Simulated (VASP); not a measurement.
# GaAs (F-43m) in VASP: a series of runs

Aim: see how the results for GaAs move with the level of theory and the settings. Levels: PBEsol+D3(BJ), r2SCAN. Tasks: single point.

All numbers are computed with VASP 6.6.1; they aren't measurements. Logs are shortened: lines on timing, memory, paths and dates and some standing lists are left out, and cuts for length are marked.

**Experimental background.**

From “Evidence of valence band perturbations in GaAsN/GaAs(001): A combined variable-angle spectroscopic ellipsometry and modulated photoreflectance investigation”, 2008, arxiv:0805.2212, for a bulk crystal of GaAs at 300 K: band gap 1.418 ± 0.005 eV (direct).

How close the calculation comes is told below.

**1. Starting point**

It takes space group F-43m (No. 216, cubic). The conventional cell has a = 5.728 Å, b = 5.728 Å, c = 5.728 Å, α = 90.00°, β = 90.00°, γ = 90.00°. As (site symmetry -43m) is surrounded by 4 Ga at 2.48 Å. Around Ga (site symmetry -43m) lie 4 As at 2.48 Å.

**2. Single point, PBEsol+D3(BJ)**

File INCAR:

```
SYSTEM = GaAs
ALGO = Normal
EDIFF = 1E-6
ENCUT = 520
GGA = PS
ISIF = 2
ISMEAR = -1
IVDW = 12
LASPH = .True.
LCHARG = .True.
LELF = .True.
LREAL = .False.
LVHAR = .True.
LWAVE = .False.
NBANDS = 16
NELM = 100
PREC = Accurate
SIGMA = 0.05
```

File KPOINTS:

```
k-points
0
Gamma
  8 8 8
  0 0 0
```

File POSCAR:

```
GaAs
1.0
    0.0000000000      2.8640496607      2.8640496607
    2.8640496607      0.0000000000      2.8640496607
    2.8640496607      2.8640496607      0.0000000000
As Ga
1 1
Direct
    0.7500000000      0.7500000000      0.7500000000
    0.0000000000      0.0000000000      0.0000000000
```

Potentials or basis: VASP PAW PBE potentials, release 64 (As, Ga_d).

Run with:

```
$ cat potpaw_PBE.64/As/POTCAR potpaw_PBE.64/Ga_d/POTCAR > POTCAR
$ mpirun -np 1 vasp_std > vasp.out
```

OUTCAR:

```text
SYSTEM = GaAs
   EDIFF = 1E-6
   ENCUT = 520
   GGA = PS
   ISIF = 2
   ISMEAR = -1
   IVDW = 12
   LASPH = .True.
   LREAL = .False.
   NELM = 100
   PREC = Accurate
 IVDW          = 12

 ion  position               nearest neighbor table
   1  0.750  0.750  0.750-   2 2.48   2 2.48   2 2.48   2 2.48
   2  0.000  0.000  0.000-   1 2.48   1 2.48   1 2.48   1 2.48

  LATTYP: Found a face centered cubic cell.
 ALAT       =     5.7280993214

  Lattice vectors:

 A1 = (   0.0000000000,   2.8640496607,   2.8640496607)
 A2 = (   2.8640496607,   0.0000000000,   2.8640496607)
 A3 = (   2.8640496607,   2.8640496607,   0.0000000000)

Analysis of symmetry for initial positions (statically):
=====================================================================
 Subroutine PRICEL returns:
 Original cell was already a primitive cell.

 Routine SETGRP: Setting up the symmetry group for a
 face centered cubic supercell.

 Subroutine GETGRP returns: Found 24 space group operations
 (whereof 24 operations were pure point group operations)
 out of a pool of 48 trial point group operations.

The static configuration has the point symmetry T_d .

Analysis of symmetry for dynamics (positions and initial velocities):
=====================================================================
 Subroutine PRICEL returns:
 Original cell was already a primitive cell.

 Routine SETGRP: Setting up the symmetry group for a
 face centered cubic supercell.

 Subroutine GETGRP returns: Found 24 space group operations
 (whereof 24 operations were pure point group operations)
 out of a pool of 48 trial point group operations.

The dynamic configuration has the point symmetry T_d .

 Subroutine INISYM returns: Found 24 space group operations
 (whereof 24 operations are pure point group operations),
 and found     1 'primitive' translations

----------------------------------------------------------------------------------------

                                     Primitive cell

  volume of cell :      46.9863

  direct lattice vectors                    reciprocal lattice vectors
     0.000000000  2.864049661  2.864049661    -0.174577978  0.174577978  0.174577978
     2.864049661  0.000000000  2.864049661     0.174577978 -0.174577978  0.174577978
     2.864049661  2.864049661  0.000000000     0.174577978  0.174577978 -0.174577978

  length of vectors
     4.050377873  4.050377873  4.050377873     0.302377929  0.302377929  0.302377929

  position of ions in fractional coordinates (direct lattice)
     0.750000000  0.750000000  0.750000000
     0.000000000  0.000000000  0.000000000

  ion indices of the primitive-cell ions
   primitive index   ion index
                 1           1
                 2           2

----------------------------------------------------------------------------------------

 KPOINTS: k-points

Automatic generation of k-mesh.
 Grid dimensions read from file:
 generate k-points for:    8    8    8

 Generating k-lattice:

  Cartesian coordinates                     Fractional coordinates (reciprocal lattice)
    -0.021822247  0.021822247  0.021822247     0.125000000  0.000000000  0.000000000
     0.021822247 -0.021822247  0.021822247     0.000000000  0.125000000  0.000000000
     0.021822247  0.021822247 -0.021822247     0.000000000  0.000000000  0.125000000

  Length of vectors
     0.037797241  0.037797241  0.037797241

  Shift w.r.t. Gamma in fractional coordinates (k-lattice)
     0.000000000  0.000000000  0.000000000

 Subroutine IBZKPT returns following result:
 ===========================================

 Found     29 irreducible k-points:

 Following reciprocal coordinates:
            Coordinates               Weight
  0.000000  0.000000  0.000000      1.000000
  0.125000  0.000000  0.000000      8.000000
  0.250000  0.000000  0.000000      8.000000
  0.375000  0.000000  0.000000      8.000000
  0.500000  0.000000  0.000000      4.000000
  0.125000  0.125000  0.000000      6.000000
[... 16 lines left out ...]
  0.500000  0.250000  0.125000     48.000000
 -0.375000  0.250000  0.125000     24.000000
 [... further k-points ...]
   k-points           NKPTS =     29   k-points in BZ     NKDIM =     29   number of bands    NBANDS=     16
   number of dos      NEDOS =    301   number of ions     NIONS =      2
   total plane-waves  NPLWV =  27000
   dimension x,y,z NGX =    30 NGY =   30 NGZ =   30
   dimension x,y,z NGXF=    60 NGYF=   60 NGZF=   60
   ions per type =               1   1
   NGX,Y,Z   is equivalent  to a cutoff of  12.31, 12.31, 12.31 a.u.
   NGXF,Y,Z  is equivalent  to a cutoff of  24.63, 24.63, 24.63 a.u.
 SYSTEM =  GaAs
   PREC   = accura    normal or accurate (medium, high low for compatibility)
   ISTART =      0    job   : 0-new  1-cont  2-samecut
   ICHARG =      2    charge: 1-file 2-atom 10-const
   ISPIN  =      1    spin polarized calculation?
   LNONCOLLINEAR =      F non collinear calculations
   LSORBIT =      F    spin-orbit coupling
   LASPH  =      T    aspherical Exc in radial PAW
   ENCUT  =  520.0 eV  38.22 Ry    6.18 a.u.   7.53  7.53  7.53*2*pi/ulx,y,z
   NELM   =    100;   NELMIN=  2; NELMDL= -5     # of ELM steps
   EDIFF  = 0.1E-05   stopping-criterion for ELM
   LREAL  =      F    real-space projection
   EDIFFG = 0.1E-04   stopping-criterion for IOM
   NSW    =      0    number of steps for IOM
   IBRION =     -1    ionic relax: 0-MD 1-quasi-New 2-CG
   NFREE  =      0    steps in history (QN), initial steepest desc. (CG)
   ISIF   =      2    stress and relaxation
   ISYM   =      2    0-nonsym 1-usesym 2-fastsym
   POTIM  = 0.5000    time-step for ionic-motion
   TEBEG  =    0.0;   TEEND  =   0.0 temperature during run
   PSTRESS=    0.0 pullay stress
   NELECT =      18.0000    total number of electrons
   NUPDOWN=      -1.0000    fix difference up-down
   EMIN   =  10.00;   EMAX   =-10.00  energy-range for DOS
   EFERMI =   0.00;   METHOD = LEGACY
   ISMEAR =    -1;   SIGMA  =   0.05  broadening in eV -4-tet -1-fermi 0-gaus
   EFERMI_NEDOS =   21; number of points for ismear=-14 and -15
   IALGO  =     38    algorithm
   IMIX   =      4    mixing-type and parameters
     AMIX     =   0.40;   BMIX     =  1.00
     AMIX_MAG =   1.60;   BMIX_MAG =  1.00
  volume/ion in A,a.u.               =      23.49       158.54
  Fermi-wavevector in a.u.,A,eV,Ry     =   1.188982  2.246849 19.234246  1.413677
  Thomas-Fermi vector in A             =   2.325099
   LORBIT       =      0    0 simple, 1 ext, 2 COOP (PROOUT), +10 PAW based schemes
   GGA     = PS    functional components
   LHFCALC =     F    Hartree Fock is set to
   AEXX    =    0.0000 exact exchange contribution
   IVDW    =    12    specifies the selected vdW correction
   LEPSILON=     F    determine dielectric tensor
   LRPA    =     F    only Hartree local field effects (RPA)
 non-spin polarized calculation
  energy-cutoff  :      520.00
  volume of cell :       46.99
 maximum number of plane-waves:      1283
   NGX = 15   NGY = 15   NGZ = 15

 number of electron      17.9999984 magnetization

 Free energy of the ion-electron system (eV)
  ---------------------------------------------------
  ext. energy  EPLUGINS =         0.00000000
  ---------------------------------------------------
  free energy    TOTEN  =        -9.07642136 eV

  energy without entropy =       -9.07610043  energy(sigma->0) =       -9.07626090

 E-fermi :   3.5646     XC(G=0):  -9.5979

 val. band max:        3.4458503514   @ k =   0.0000   0.0000   0.0000
 cond. band min:       3.6124040801   @ k =   0.0000   0.0000   0.0000
 fundamental gap:      0.1665537287
 Fermi energy:         3.5645792653

 k-point     1 :       0.0000    0.0000    0.0000
  band No.  band energies     occupation
      1     -11.2638      2.00000
      2     -11.2638      2.00000
      3     -11.2638      2.00000
      4     -11.1930      2.00000
      5     -11.1930      2.00000
      6      -9.0310      2.00000
[... 8 lines left out ...]
     15      13.4551      0.00000
     16      13.4551      0.00000

 k-point     2 :       0.1250    0.0000    0.0000
  band No.  band energies     occupation
      1     -11.2752      2.00000
      2     -11.2607      2.00000
      3     -11.2607      2.00000
      4     -11.1931      2.00000
      5     -11.1931      2.00000
      6      -8.8579      2.00000
[... 8 lines left out ...]
     15      12.5997      0.00000
     16      12.5997      0.00000

 k-point     3 :       0.2500    0.0000    0.0000
  band No.  band energies     occupation
      1     -11.3006      2.00000
      2     -11.2538      2.00000
      3     -11.2538      2.00000
      4     -11.1927      2.00000
      5     -11.1927      2.00000
      6      -8.3750      2.00000
[... 8 lines left out ...]
     15      12.3516      0.00000
     16      12.3516      0.00000

 k-point     4 :       0.3750    0.0000    0.0000
  band No.  band energies     occupation
      1     -11.3238      2.00000
      2     -11.2484      2.00000
      3     -11.2484      2.00000
      4     -11.1909      2.00000
      5     -11.1909      2.00000
      6      -7.7329      2.00000
[... 8 lines left out ...]
     15      13.4638      0.00000
     16      13.4638      0.00000
[... 324 lines left out ...]
 k-point    22 :       0.3750    0.2500    0.1250
  band No.  band energies     occupation
      1     -11.3206      2.00000
      2     -11.2457      2.00000
      3     -11.2433      2.00000
      4     -11.1999      2.00000
      5     -11.1884      2.00000
      6      -7.9680      2.00000
[... 8 lines left out ...]
     15      14.1170      0.00000
     16      14.5220      0.00000

 k-point    23 :       0.5000    0.2500    0.1250
  band No.  band energies     occupation
      1     -11.3352      2.00000
      2     -11.2425      2.00000
      3     -11.2373      2.00000
      4     -11.1988      2.00000
      5     -11.1887      2.00000
      6      -7.3759      2.00000
[... 8 lines left out ...]
     15      13.9959      0.00000
     16      15.3971      0.00000

 k-point    24 :      -0.3750    0.2500    0.1250
  band No.  band energies     occupation
      1     -11.3407      2.00000
      2     -11.2419      2.00000
      3     -11.2351      2.00000
      4     -11.1968      2.00000
      5     -11.1898      2.00000
      6      -7.0503      2.00000
[... 8 lines left out ...]
     15      14.7983      0.00000
     16      15.2603      0.00000

 [... further k-points ...]

------------------------ aborting loop because EDIFF is reached ----------------------------------------

 Edisp (eV)   -0.57592

 E8    (eV) :    -0.3842

  FORCE on cell =-STRESS in cart. coord.  units (eV):
  Direction    XX          YY          ZZ          XY          YZ          ZX
  --------------------------------------------------------------------------------------
  -------------------------------------------------------------------------------------
  Total      -1.20503    -1.20503    -1.20503    -0.00000     0.00000    -0.00000
  in kB     -41.09004   -41.09004   -41.09004    -0.00000     0.00000    -0.00000
  external pressure =      -41.09 kB  Pullay stress =        0.00 kB

 VOLUME and BASIS-vectors are now :
 -----------------------------------------------------------------------------
  energy-cutoff  :      520.00
  volume of cell :       46.99
      direct lattice vectors                 reciprocal lattice vectors
     0.000000000  2.864049661  2.864049661    -0.174577978  0.174577978  0.174577978
     2.864049661  0.000000000  2.864049661     0.174577978 -0.174577978  0.174577978
     2.864049661  2.864049661  0.000000000     0.174577978  0.174577978 -0.174577978

 POSITION                                       TOTAL-FORCE (eV/Angst)
 -----------------------------------------------------------------------------------
      4.29607      4.29607      4.29607        -0.000000     -0.000000     -0.000000
      0.00000      0.00000      0.00000         0.000000      0.000000      0.000000
 -----------------------------------------------------------------------------------
    total drift:                               -0.000001     -0.000001     -0.000001

  FREE ENERGIE OF THE ION-ELECTRON SYSTEM (eV)
  ---------------------------------------------------
  free  energy   TOTEN  =        -9.6523443097 eV

  energy  without entropy=       -9.6520233846  energy(sigma->0) =       -9.65218385
```

Run time: 14 s. Hardware: 1 thread of Intel Xeon 6975P-C (Granite Rapids), shared host; peak memory 0.17 GiB.

Results:

```yaml
Free_energy: -9.6523 eV
Pressure: -4.1 GPa
Band_gap_on_the_k_mesh: 0.17 eV, direct
Dispersion_energy_per_atom: -0.288 eV
```

Caveat: the PAW data sets were made with another functional, which shifts forces and pressure a little.

**3. Single point, r2SCAN**

This run uses another cell than the first one, of 22.59 Å³/atom, 0.962 times its volume.

File POSCAR:

```
GaAs
1.0
    0.0000000000      2.8268500000      2.8268500000
    2.8268500000      0.0000000000      2.8268500000
    2.8268500000      2.8268500000      0.0000000000
As Ga
1 1
Direct
    0.7500000000      0.7500000000      0.7500000000
    0.0000000000      0.0000000000      0.0000000000
```

File INCAR.step1:

```
PREC = Accurate
ENCUT = 520
ISMEAR = -1
SIGMA = 0.05
LREAL = F
LASPH = T
NELM = 100
NBANDS = 16
GGA = PE
ALGO = Normal
EDIFF = 1E-4
LWAVE = T
LCHARG = F
```

File INCAR.step2:

```
PREC = Accurate
ENCUT = 520
EDIFF = 1E-7
ISMEAR = -1
SIGMA = 0.05
LREAL = F
LASPH = T
NELM = 100
ALGO = Normal
ISIF = 2
LWAVE = F
LCHARG = F
METAGGA = R2SCAN
LMIXTAU = T
NBANDS = 16
ISTART = 1
```

File KPOINTS:

```
Automatic mesh
0
Gamma
  8 8 8
```

Potentials or basis: VASP PAW PBE potentials, release 64 (As, Ga_d).

Run with:

```
$ cat potpaw_PBE.64/As/POTCAR potpaw_PBE.64/Ga_d/POTCAR > POTCAR
$ cp INCAR.step1 INCAR
$ mpirun -np 1 vasp_std > vasp.out
$ cp INCAR.step2 INCAR
$ mpirun -np 1 vasp_std > vasp.out
```

It took 55 s on 1 thread of Intel Xeon 6975P-C (Granite Rapids), shared host; peak memory 0.18 GiB.

Results (log left out):

```
Free energy            : -27.0526 eV
Pressure               : 0.6 GPa
Band gap on the k mesh : 1.00 eV, direct
```

Levels at points of the mesh, in eV from the valence-band top:
| k point | band 6 | band 7 | band 8 | band 9 | band 10 | band 11 | band 12 | band 13 |
| --- | --- | --- | --- | --- | --- | --- | --- | --- |
| (0.00, 0.00, 0.00) | -13.21 | 0.00 | 0.00 | 0.00 | 1.00 | 4.04 | 4.04 | 4.04 |
| (0.50, 0.00, 0.00) | -11.36 | -6.82 | -1.19 | -1.19 | 1.36 | 4.99 | 4.99 | 8.29 |
| (0.50, 0.50, 0.00) | -10.58 | -6.99 | -2.78 | -2.78 | 1.76 | 1.95 | 10.86 | 10.86 |

Caveat: the PAW data sets were made with another functional, which shifts forces and pressure a little.

**4. How close it comes**

Step 2. A measured gap of GaAs is 1.418 eV (direct; 300 K; “Evidence of valence band perturbations in GaAsN/GaAs(001): A combined variable-angle spectroscopic ellipsometry and modulated photoreflectance investigation”, 2008, arxiv:0805.2212); the calculated 0.17 eV misses it by -1.25 eV. So large a miss can be the level of theory's own, or it may mean another phase, state or a wrong row. 3 values of this kind are on record (1.412 to 1.51 eV); this one was drawn at random among those near their median, those with a stated uncertainty first. Spin-orbit coupling on As, Ga is left out. The value is that of PBEsol+D3(BJ), without temperature or zero-point motion. Semilocal functionals fall short of measured gaps as a rule.

Step 3. Against the measured gap of GaAs, 1.418 eV (direct; 300 K; “Evidence of valence band perturbations in GaAsN/GaAs(001): A combined variable-angle spectroscopic ellipsometry and modulated photoreflectance investigation”, 2008, arxiv:0805.2212), the calculated 1.00 eV is off by -0.42 eV. 3 values of this kind are on record (1.412 to 1.51 eV); this one was drawn at random among those near their median, those with a stated uncertainty first. Spin-orbit coupling on As, Ga is left out. The value is that of r2SCAN on a finite k mesh, which can miss the band edges, without temperature or zero-point motion.
